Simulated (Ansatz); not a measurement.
Cu: changing the pressure

The cell as given:

Symmetry: Fm-3m, No. 225, cubic system. The conventional cell has a = 3.615 Å, b = 3.615 Å, c = 3.615 Å, α = 90.00°, β = 90.00°, γ = 90.00°. Cu (site symmetry m-3m) is surrounded by 12 Cu at 2.56 Å.

Kept alike: task relaxation of cell and atoms; functional r2SCAN; k mesh 13 × 13 × 13; occupations fermi-dirac, width 0.05 eV; no spin polarisation. Program: Ansatz, Ansatz PAW, cutoff 500 eV. The mesh is that of the run's cell of 1 atom. No spin-orbit coupling.

| run | volume (Å³/atom) |
| --- | --- |
| A | 11.111 |
| B | 10.386 |
| C | 11.299 |
| D | 11.434 |
| E | 10.837 |

The relaxations keep at least the cell's symmetry (Fm-3m). For a metal such a mesh leaves the last digits unconverged. Runs of this series that gave no sound value for these columns are left out. The runs follow the start's structure, whether or not it is the stable one at these pressures. P is the pressure aimed at, which the runs meet within some hundredths to tenths of a GPa. All rows use potentials made for PBE.

Q: The runs differ in the pressure alone: 0; 2; 5; 10; 20 GPa. Which run is which?

A: Run A is 5 GPa; run B is 20 GPa; run C is 2 GPa; run D is 0 GPa; run E is 10 GPa. The volume falls from 11.434 to 10.386 Å³/atom between 0 and 20 GPa. The volume falls ever more slowly, since the solid stiffens under load. At the pressures aimed at, which the runs meet within some tenths of a GPa, the step from 0 to 5 GPa gives a mean bulk modulus near 174 GPa, the last step 235 GPa.
